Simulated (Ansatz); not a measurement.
# Yttrium, fcc under PBE: from relaxation to bulk modulus

Aim: take yttrium in the fcc structure, relax it, solve it on a dense k-mesh, switch on spin-orbit coupling, then scale the cell to 7 volumes from 88 to 112 % of the relaxed one and try a fit of the equation of state. The k-meshes are 11×11×11 for the relaxation; 18×18×18 for the dense run; 11×11×11 for spin-orbit coupling; 18×18×18 for the volumes.

This is Y in the fcc structure; at room conditions it is hcp.

Program: Ansatz 0.2.0. Level of theory: DFT PBE, plane waves (420 eV) with PAW, scalar-relativistic. These are calculated values, not measurements.

### 1 The starting structure

Symmetry: Fm-3m, No. 225, cubic system. The conventional cell has a = 5.092 Å, b = 5.092 Å, c = 5.092 Å, α = 90.00°, β = 90.00°, γ = 90.00°. Y (site symmetry m-3m) is surrounded by 12 Y at 3.60 Å.

Coordinates:

```cif
data_structure
_symmetry_space_group_name_H-M 'P 1'
_symmetry_Int_Tables_number 1
_cell_length_a 3.6008
_cell_length_b 3.6008
_cell_length_c 3.6008
_cell_angle_alpha 60.000
_cell_angle_beta 60.000
_cell_angle_gamma 60.000
_cell_volume 33.01
loop_
_atom_site_label
_atom_site_type_symbol
_atom_site_fract_x
_atom_site_fract_y
_atom_site_fract_z
_atom_site_occupancy
Y1 Y 0.00000 0.00000 0.00000 1
```

### 2 Geometry optimisation

input.yaml reads:

```yaml
crystal:
  lattice:
    - [0.0, 2.5461215815, 2.5461215815]
    - [2.5461215815, 0.0, 2.5461215815]
    - [2.5461215815, 2.5461215815, 0.0]
  atoms:
    - { symbol: "Y", position: [0.0, 0.0, 0.0] }
hamiltonian:
  xc: pbe
  pseudopotentials:
    kind: paw
    azcp:
      "Y": "pseudopotentials/Y.paw.azcp"
basis:
  ecutwfc: 420
  fft_grid_basis: typed
kpoints:
  mp_grid: { grid: [11, 11, 11], shift: [0, 0, 0] }
magnetization:
  spin_polarized: false
scf:
  occupations: { method: fermi_dirac, width: 0.1 }
relax:
  max_steps: 60
  f_tol: 0.01
  cell: {}
```

After this run come: Single point on a dense mesh; Spin-orbit coupling switched on; Equation of state: 88 %; Equation of state: 92 %; Equation of state: 96 %; Equation of state: 100 %; Equation of state: 104 %; Equation of state: 108 %; Equation of state: 112 %.

Q: Predict the outcome of this session. Wanted: space group; conventional cell; volume; shortest distance; gap on the mesh; relative to hcp; V₀, B₀, B₀′.

As calculated:

| quantity | value |
| --- | --- |
| space group (spins left aside) | Fm-3m (No. 225) |
| conventional cell | a = 5.070 Å |
| volume | 32.584 Å³/atom |
| shortest distance | 3.585 Å |
| gap on the mesh | none (levels filled in part) |
| relative to hcp | +28 meV/atom |
| V₀, B₀, B₀′ | 32.403 Å³/atom, 39 GPa, 3.3 |

**Reading.** The relaxation shrank the cell by 1.3 % in volume. It lies 28 meV/atom above the element's reference form at the same level (hcp, from a run of its own). Levels at the Fermi energy are filled in part, as in a metal. Totals with and without spin-orbit coupling (-0.72 eV/atom apart) can't be read as binding, since the two-component data shift the zero of energy. The fitted modulus is 39 GPa. Relaxation kept the symmetry; phonons were not checked.
